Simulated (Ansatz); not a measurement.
A run of Ansatz 0.2.0:

Contents of input.yaml:

```yaml
crystal:
  lattice:
    - [0.0, 2.9165, 2.9165]
    - [2.9165, 0.0, 2.9165]
    - [2.9165, 2.9165, 0.0]
  atoms:
    - { symbol: Cd, position: [0.0, 0.0, 0.0] }
    - { symbol: S, position: [0.75, 0.75, 0.75] }
kpoints:
  mp_grid: { grid: [6, 6, 6] }
scf:
  occupations: { method: fermi_dirac, width: 0.05 }
hamiltonian:
  xc: pbesol
  pseudopotentials: { kind: all_electron, lapw: { basis_error: 0.001 } }
output:
  forces: true
  stress: true
elastic:
  mode: relaxed_ion
  stencil: two_point
```

Potentials or basis: all-electron LAPW, scalar-relativistic.

Launch:

```sh
$ ansatz run input.yaml --threads 1 --pin off --max-ram 3072MiB --backend cpu --events-out ev --progress --plain --runs-dir out
```

Hardware: 1 thread of Arm Neoverse V1, with other jobs on the host.

How long does it take, and how much memory?

Wall time 120 s on 1 thread of Arm Neoverse V1 (shared host), peak memory 0.32 GiB. Counts: scf iterations 68, plane waves 531, k points 16, bands 21, ion steps 5.
